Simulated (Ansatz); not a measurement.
Crystal: BaTiO3.

```
Ba Ti O
1.0
    -2.82767   -1.63255   -2.31773
     2.82767   -4.89766    0.00000
    -2.82767   -1.63255    4.63546
Ba Ti O
2 2 6
Direct
  0.01575 0.99511 0.97326
  0.98425 0.50489 0.52674
  0.50386 0.98954 0.50362
  0.46814 0.51046 0.02438
  0.53055 0.23162 0.73316
  0.48625 0.75828 0.23994
  0.47922 0.75734 0.73348
  0.53758 0.25276 0.23962
  0.99089 0.02893 0.47950
  0.04611 0.47107 0.00370
```

The cell isn't the ideal one: a zone-boundary wave of random shape, sigma 0.1 Å.

* Program: Ansatz 0.2.0
* Task: relaxation of cell and atoms
* Functional: PBEsol
* Dispersion: D3(BJ)-ATM
* Potentials or basis: Ansatz PAW
* Cutoff: 420 eV (not typed: the program's choice for these potentials)
* k mesh: 7 × 5 × 5
* Occupations: fermi-dirac, width 0.05 eV
* Spin: no spin polarisation

At the start: volume 12.84 Å³/atom.

Task: How do energy, volume and symmetry change on relaxing?

Result: It ends after 10 steps and the volume is 12.39 Å³/atom (-3.5 %); space group R3m (No. 160, to 0.05 Å).

The path:
```
step  energy change (eV)  largest force (eV/Å)  volume (Å³)
   1              0.0000                3.1414       128.39
   2             -0.6763                1.9109       126.84
   3             -0.9930                0.1350       124.67
   4             -1.0032                0.0569       124.24
   5             -1.0069                0.0287       123.93
   6             -1.0068                0.0047       124.19
   7             -1.0071                0.0013       124.11
   8             -0.9938                0.0013       124.11
   9             -0.9946                0.0006       123.95
  10             -0.9941                0.0006       123.95
```

Final structure:
```
CELL_PARAMETERS angstrom
-2.79962 -1.61635 -2.28172
2.79670 -4.84397 -0.00002
-2.80356 -1.61860 4.56984
ATOMIC_POSITIONS crystal
Ba 0.00864 0.00000 0.00020
Ba 0.00864 0.49999 0.50020
Ti 0.51740 0.00000 0.50908
Ti 0.51739 0.50000 0.00908
O 0.49973 0.24799 0.73915
O 0.49973 0.74800 0.23915
O 0.49974 0.75201 0.73915
O 0.49974 0.25201 0.23915
O 0.99580 0.00000 0.49113
O 0.99580 0.50000 0.99113
```

Caveat: the plane-wave basis is chosen anew once the cell has moved, so the energies of steps on either side of that aren't comparable; the pressure holds a Pulay correction of +0.6 GPa for the finite cutoff; the PAW data sets come from PBE, with cores solved anew for the run's functional, which leaves a small shift of forces and pressure.
